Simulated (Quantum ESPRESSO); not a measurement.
TiO2:

```
Ti O
1.0
     4.59984    0.00000    0.00000
     0.00000    4.59984    0.00000
     0.00000    0.00000    2.95921
Ti O
2 4
Direct
  0.00000 0.00000 0.50000
  0.50000 0.50000 0.00000
  0.30432 0.30432 0.50000
  0.19568 0.80432 0.00000
  0.80432 0.19568 0.00000
  0.69568 0.69568 0.50000
```

The cell is a database's computed one.

Program: Quantum ESPRESSO 7.5. Alike in all runs: task band structure; no spin polarisation; cell as given; k mesh 6 × 6 × 9; smearing fermi-dirac 0.05 eV.

Task: Order these runs on this cell by their pressure, lowest first.
A. level PBEsol; potentials or basis GBRV 1.5 PBEsol; cutoff (eV) 612
B. level PBE; potentials or basis SSSP 1.3 efficiency PBE; cutoff (eV) 748
C. level LDA; potentials or basis GBRV 1.5 LDA; cutoff (eV) 612; form of the LDA correlation PZ81

Result: C (-8.3 GPa), A (-2.5 GPa), B (3.9 GPa).

Not every run made on this cell is shown here.
